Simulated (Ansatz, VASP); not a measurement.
**One calculation of CdS (Hawleyite), two programs**

Contents of INCAR:

```
ALGO = Normal
EDIFF = 1E-8
ENCUT = 520
GGA = PE
ISIF = 2
ISMEAR = -1
LASPH = True
LCHARG = False
LEFG = True
LREAL = False
LWAVE = False
NBANDS = 16
NELM = 100
PREC = Accurate
SIGMA = 0.02
```

KPOINTS

```
k-points
0
Gamma
  13 13 13
```

POSCAR

```
CdS
1.0
    0.0000000000      2.9165000000      2.9165000000
    2.9165000000      0.0000000000      2.9165000000
    2.9165000000      2.9165000000      0.0000000000
Cd S
1 1
Direct
    0.0000000000      0.0000000000      0.0000000000
    0.2500000000      0.2500000000      0.2500000000
```

Input for Ansatz:

```yaml
crystal:
  lattice:
    - [0.0, 2.9165, 2.9165]
    - [2.9165, 0.0, 2.9165]
    - [2.9165, 2.9165, 0.0]
  atoms:
    - { symbol: Cd, position: [0.0, 0.0, 0.0] }
    - { symbol: S, position: [0.25, 0.25, 0.25] }
kpoints:
  mp_grid: { grid: [13, 13, 13] }
scf:
  occupations: { method: fermi_dirac, width: 0.02 }
hamiltonian:
  xc: pbe
  pseudopotentials: { kind: paw }
output:
  forces: true
  stress: true
  populations: true
  efg: { quadrupole_moments_barn: { S: -0.0694 }, contact_densities: true }
```

Alike in both runs: task electric field gradients; functional PBE; k mesh 13 × 13 × 13; occupations fermi-dirac, width 0.02 eV; no spin polarisation.

```csv
,VASP,Ansatz
version,VASP 6.6.1,Ansatz 0.2.0
potentials or method,"VASP PAW PBE potentials, release 64 (Cd, S)","plane-wave PAW, scalar-relativistic"
plane-wave cutoff (eV),520,420
valence electrons in the cell,18,26
```

VASP gave:

- gap on the k mesh at the Fermi level (eV): 1.15
- pressure (GPa): 3.2
- Vzz of the field gradient on the site that differs most (V/Å²): 0.0

Problem. Which values does Ansatz return?

Solution. gap on the k mesh at the Fermi level (eV): 1.15; pressure (GPa): 2.8; Vzz of the field gradient on the site that differs most (V/Å²): 0.0.

The two sets of potentials don't hold the same shells in valence. Ansatz warned: «gradients_without_spin_orbit».

Caveats: an odd mesh through Γ misses points on the zone boundary, where band edges often lie.
